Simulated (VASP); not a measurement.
# Rh in VASP: relaxation of the atoms with PBE

Aim: the relaxation of the atoms of Rh with PBE.

Program: VASP 6.6.1. These are calculated values, not measurements. Logs are shortened: lines on timing, memory, paths and dates and some standing lists are left out, and cuts for length are marked.

## 1. The structure

The cell holds a slab with vacuum, 4 atoms: a = 2.719 Å, b = 2.719 Å, c = 27.826 Å, α = 90.00°, β = 90.00°, γ = 120.00°.

The cell was built by a generator and needn't be a form met in nature.

## 2. Relaxation of the atoms, PBE

File INCAR:

```
SYSTEM = Rh
  ALGO = Normal
  DIPOL = 0.5 0.5 0.500
  EDIFF = 1E-7
  EDIFFG = -0.02
  ENCUT = 520
  GGA = PE
  IBRION = 2
  IDIPOL = 3
  ISIF = 2
  ISMEAR = 1
  LASPH = .TRUE.
  LCHARG = .FALSE.
  LDIPOL = .TRUE.
  LREAL = .FALSE.
  LWAVE = .FALSE.
  NELM = 120
  NSW = 90
  PREC = Accurate
  SIGMA = 0.1
```

File KPOINTS:

```
k-points
0
G
  14 14 1
  0 0 0
```

File POSCAR:

```
Rh
1.0
    2.7193470000      0.0000000000      0.0000000000
   -1.3596735000      2.3550235400      0.0000000000
    0.0000000000      0.0000000000     27.8262814600
Rh
4
Direct
    0.6666670000      0.3333330000      0.3817353200
    0.3333340000      0.6666660000      0.4605772300
    0.0000000000      1.0000000000      0.5394227700
    0.6666670000      0.3333330000      0.6182646800
```

Potentials or basis: VASP PAW PBE potentials, release 64 (Rh_pv).

Launch:

```
> cat potpaw_PBE.64/Rh_pv/POTCAR > POTCAR
> mpirun -np 1 vasp_std > vasp.out
```

OUTCAR:

```text
SYSTEM = Rh
   EDIFF = 1E-7
   EDIFFG = -0.02
   ENCUT = 520
   GGA = PE
   IBRION = 2
   ISIF = 2
   ISMEAR = 1
   LASPH = .TRUE.
   LREAL = .FALSE.
   NELM = 120
   NSW = 90
   PREC = Accurate

 ion  position               nearest neighbor table
   1  0.667  0.333  0.382-   2 2.70   2 2.70   2 2.70
   2  0.333  0.667  0.461-   1 2.70   1 2.70   1 2.70   3 2.70   3 2.70   3 2.70
   3  0.000  0.000  0.539-   4 2.70   4 2.70   4 2.70   2 2.70   2 2.70   2 2.70
   4  0.667  0.333  0.618-   3 2.70   3 2.70   3 2.70

  LATTYP: Found a hexagonal cell.
 ALAT       =     2.7193470000
 C/A-ratio  =    10.2327071389

  Lattice vectors:

 A1 = (   2.7193470000,   0.0000000000,   0.0000000000)
 A2 = (  -1.3596735000,   2.3550235400,   0.0000000000)
 A3 = (   0.0000000000,   0.0000000000,  27.8262814600)

Analysis of symmetry for initial positions (statically):
=====================================================================
 Subroutine PRICEL returns:
 Original cell was already a primitive cell.

 Routine SETGRP: Setting up the symmetry group for a
 hexagonal supercell.

 Subroutine GETGRP returns: Found 12 space group operations
 (whereof  6 operations were pure point group operations)
 out of a pool of 24 trial point group operations.

The static configuration has the point symmetry C_3v.
 The point group associated with its full space group is D_3d.

Analysis of symmetry for dynamics (positions and initial velocities):
=====================================================================
 Subroutine PRICEL returns:
 Original cell was already a primitive cell.

 Routine SETGRP: Setting up the symmetry group for a
 hexagonal supercell.

 Subroutine GETGRP returns: Found 12 space group operations
 (whereof  6 operations were pure point group operations)
 out of a pool of 24 trial point group operations.

The dynamic configuration has the point symmetry C_3v.
 The point group associated with its full space group is D_3d.

 Subroutine INISYM returns: Found 12 space group operations
 (whereof  6 operations are pure point group operations),
 and found     1 'primitive' translations

----------------------------------------------------------------------------------------

                                     Primitive cell

  volume of cell :     178.2030

  direct lattice vectors                    reciprocal lattice vectors
     2.719347000  0.000000000  0.000000000     0.367735342  0.212312103  0.000000000
    -1.359673500  2.355023540  0.000000000     0.000000000  0.424624206  0.000000000
     0.000000000  0.000000000 27.826281460     0.000000000  0.000000000  0.035937249

  length of vectors
     2.719347000  2.719346962 27.826281460     0.424624200  0.424624206  0.035937249

  position of ions in fractional coordinates (direct lattice)
     0.666667000  0.333333000  0.381735320
     0.333334000  0.666666000  0.460577230
     0.000000000  0.000000000  0.539422770
     0.666667000  0.333333000  0.618264680

  ion indices of the primitive-cell ions
   primitive index   ion index
                 1           1
                 2           2
                 3           3
                 4           4

----------------------------------------------------------------------------------------

 KPOINTS: k-points

Automatic generation of k-mesh.
 Grid dimensions read from file:
 generate k-points for:   14   14    1

 Generating k-lattice:

  Cartesian coordinates                     Fractional coordinates (reciprocal lattice)
     0.026266810  0.015165150  0.000000000     0.071428571  0.000000000  0.000000000
     0.000000000  0.030330300  0.000000000     0.000000000  0.071428571  0.000000000
     0.000000000  0.000000000  0.035937249     0.000000000  0.000000000  1.000000000

  Length of vectors
     0.030330300  0.030330300  0.035937249

  Shift w.r.t. Gamma in fractional coordinates (k-lattice)
     0.000000000  0.000000000  0.000000000

 Subroutine IBZKPT returns following result:
 ===========================================

 Found     24 irreducible k-points:

 Following reciprocal coordinates:
            Coordinates               Weight
  0.000000  0.000000  0.000000      1.000000
  0.071429 -0.000000  0.000000      6.000000
  0.142857 -0.000000  0.000000      6.000000
  0.214286 -0.000000  0.000000      6.000000
  0.285714 -0.000000  0.000000      6.000000
  0.357143 -0.000000  0.000000      6.000000
[... 16 lines left out ...]
  0.285714  0.285714  0.000000      6.000000
  0.357143  0.285714  0.000000      6.000000
   k-points           NKPTS =     24   k-points in BZ     NKDIM =     24   number of bands    NBANDS=     36
   number of dos      NEDOS =    301   number of ions     NIONS =      4
   total plane-waves  NPLWV =  84000
   dimension x,y,z NGX =    20 NGY =   20 NGZ =  210
   dimension x,y,z NGXF=    40 NGYF=   40 NGZF=  420
   ions per type =               4
   NGX,Y,Z   is equivalent  to a cutoff of  12.23, 12.23, 12.55 a.u.
   NGXF,Y,Z  is equivalent  to a cutoff of  24.45, 24.45, 25.09 a.u.
 SYSTEM =  Rh
   PREC   = accura    normal or accurate (medium, high low for compatibility)
   ISTART =      0    job   : 0-new  1-cont  2-samecut
   ICHARG =      2    charge: 1-file 2-atom 10-const
   ISPIN  =      1    spin polarized calculation?
   LNONCOLLINEAR =      F non collinear calculations
   LSORBIT =      F    spin-orbit coupling
   LASPH  =      T    aspherical Exc in radial PAW
   ENCUT  =  520.0 eV  38.22 Ry    6.18 a.u.   5.06  5.06 51.74*2*pi/ulx,y,z
   NELM   =    120;   NELMIN=  2; NELMDL= -5     # of ELM steps
   EDIFF  = 0.1E-06   stopping-criterion for ELM
   LREAL  =      F    real-space projection
   EDIFFG = -.2E-01   stopping-criterion for IOM
   NSW    =     90    number of steps for IOM
   IBRION =      2    ionic relax: 0-MD 1-quasi-New 2-CG
   NFREE  =      1    steps in history (QN), initial steepest desc. (CG)
   ISIF   =      2    stress and relaxation
   ISYM   =      2    0-nonsym 1-usesym 2-fastsym
   POTIM  = 0.5000    time-step for ionic-motion
   TEBEG  =    0.0;   TEEND  =   0.0 temperature during run
   PSTRESS=    0.0 pullay stress
   NELECT =      60.0000    total number of electrons
   NUPDOWN=      -1.0000    fix difference up-down
   EMIN   =  10.00;   EMAX   =-10.00  energy-range for DOS
   EFERMI =   0.00;   METHOD = LEGACY
   ISMEAR =     1;   SIGMA  =   0.10  broadening in eV -4-tet -1-fermi 0-gaus
   EFERMI_NEDOS =   21; number of points for ismear=-14 and -15
   IALGO  =     38    algorithm
   IMIX   =      4    mixing-type and parameters
     AMIX     =   0.40;   BMIX     =  1.00
     AMIX_MAG =   1.60;   BMIX_MAG =  1.00
  volume/ion in A,a.u.               =      44.55       300.64
  Fermi-wavevector in a.u.,A,eV,Ry     =   1.138903  2.152215 17.648130  1.297101
  Thomas-Fermi vector in A             =   2.275607
   LORBIT       =      0    0 simple, 1 ext, 2 COOP (PROOUT), +10 PAW based schemes
   GGA     = PE    functional components
   LHFCALC =     F    Hartree Fock is set to
   AEXX    =    0.0000 exact exchange contribution
   IVDW    =     0    specifies the selected vdW correction
   LEPSILON=     F    determine dielectric tensor
   LRPA    =     F    only Hartree local field effects (RPA)
 conjugate gradient relaxation of ions
 non-spin polarized calculation
 Methfessel and Paxton  Order N= 1 SIGMA  =   0.10
  energy-cutoff  :      520.00
  volume of cell :      178.20
 maximum number of plane-waves:      4837
   NGX = 11   NGY = 11   NGZ =103

--------------------------------------- Ionic step        1  -------------------------------------------

 number of electron      60.0000015 magnetization

 Free energy of the ion-electron system (eV)
  ---------------------------------------------------
  ext. energy  EPLUGINS =         0.00000000
  ---------------------------------------------------
  free energy    TOTEN  =       -27.40686694 eV

  energy without entropy =      -27.40334038  energy(sigma->0) =      -27.40569142

------------------------ aborting loop because EDIFF is reached ----------------------------------------

  FORCE on cell =-STRESS in cart. coord.  units (eV):
  Direction    XX          YY          ZZ          XY          YZ          ZX
  --------------------------------------------------------------------------------------
  -------------------------------------------------------------------------------------
  Total       -3.0768955     -3.0768954     -1.6812409      0.0000000      0.0000000      0.0000000
  in kB      -27.6635731    -27.6635721    -15.1156029      0.0000000      0.0000000      0.0000000
  external PRESSURE =     -23.4809160 kB  Pullay stress =       0.0000000 kB
[... 137 lines left out ...]
  energy  without entropy=      -27.4160875144  energy(sigma->0) =      -27.41716507

--------------------------------------- Ionic step        5  -------------------------------------------

 number of electron      59.9999998 magnetization

 dipolmoment           0.000000      0.000000     -0.000001 electrons x Angstroem

 Free energy of the ion-electron system (eV)
  ---------------------------------------------------
  ext. energy  EPLUGINS =         0.00000000
  ---------------------------------------------------
  free energy    TOTEN  =       -27.41788193 eV

  energy without entropy =      -27.41596037  energy(sigma->0) =      -27.41724141

 E-fermi :   0.1061     XC(G=0):  -5.0354

 val. band max:        0.1037934354   @ k =   0.0714  -0.0000   0.0000
 cond. band min:       0.1061787061   @ k =   0.2143  -0.0000   0.0000
 fundamental gap:      0.0023852707
 Fermi energy:         0.1060733271

 k-point     1 :       0.0000    0.0000    0.0000
  band No.  band energies     occupation
      1     -46.9270      2.00000
      2     -46.5835      2.00000
      3     -46.3611      2.00000
      4     -46.3611      2.00000
      5     -46.3061      2.00000
      6     -46.3061      2.00000
[... 925 lines left out ...]
     35       7.1172      0.00000
     36       7.7598      0.00000

------------------------ aborting loop because EDIFF is reached ----------------------------------------

 vacuum level on the upper side and lower side of the slab       (xc-potential included)        -0.084        -0.084

  FORCE on cell =-STRESS in cart. coord.  units (eV):
  Direction    XX          YY          ZZ          XY          YZ          ZX
  --------------------------------------------------------------------------------------
  -------------------------------------------------------------------------------------
  Total       -2.5913844     -2.5913843     -0.1069035      0.0000000      0.0000000      0.0000000
  in kB      -23.2984678    -23.2984670     -0.9611413      0.0000000      0.0000000      0.0000000
  external PRESSURE =     -15.8526920 kB  Pullay stress =       0.0000000 kB

 VOLUME and BASIS-vectors are now :
 -----------------------------------------------------------------------------
  energy-cutoff  :      520.00
  volume of cell :      178.20
      direct lattice vectors                 reciprocal lattice vectors
     2.719347000  0.000000000  0.000000000     0.367735342  0.212312103  0.000000000
    -1.359673500  2.355023540  0.000000000     0.000000000  0.424624206  0.000000000
     0.000000000  0.000000000 27.826281460     0.000000000  0.000000000  0.035937249
[... 10 lines left out ...]
  FREE ENERGIE OF THE ION-ELECTRON SYSTEM (eV)
  ---------------------------------------------------
  free  energy   TOTEN  =       -27.4178819282 eV

  energy  without entropy=      -27.4159603701  energy(sigma->0) =      -27.41724141

 reached required accuracy - stopping structural energy minimisation

 vacuum level on the upper side and lower side of the slab         5.178         5.178
```

It took 8.6 min on 1 thread of Intel Xeon Platinum 8488C (Sapphire Rapids), shared host; peak memory 0.34 GiB.

What came out:

```
Free energy                  : -27.4179 eV
Energy gained by relaxing    : 2.8 meV/atom
Ionic steps                  : 5
Largest force after relaxing : 0.014 eV/Å
Band gap on the k mesh       : none (metal or under the smearing width)
```

Forces in eV/Å, atoms in the order of the input:
```
Rh   0.000  0.000  0.014
Rh   0.000  0.000 -0.009
Rh   0.000  0.000  0.009
Rh   0.000  0.000 -0.014
```

Step by step:
```csv
step,energy change (eV),largest force (eV/Å),pressure (GPa)
1,0.0000,0.2581,-2.35
2,-0.0053,0.1666,-2.13
3,-0.0084,0.1714,-1.79
4,-0.0108,0.0372,-1.64
5,-0.0110,0.0143,-1.59
```

Final structure:
```
CELL_PARAMETERS angstrom
2.71935 0.00000 0.00000
-1.35967 2.35502 0.00000
0.00000 0.00000 27.82628
ATOMIC_POSITIONS crystal
Rh 0.66667 0.33333 0.38321
Rh 0.33333 0.66667 0.46098
Rh 0.00000 0.00000 0.53902
Rh 0.66667 0.33333 0.61679
```
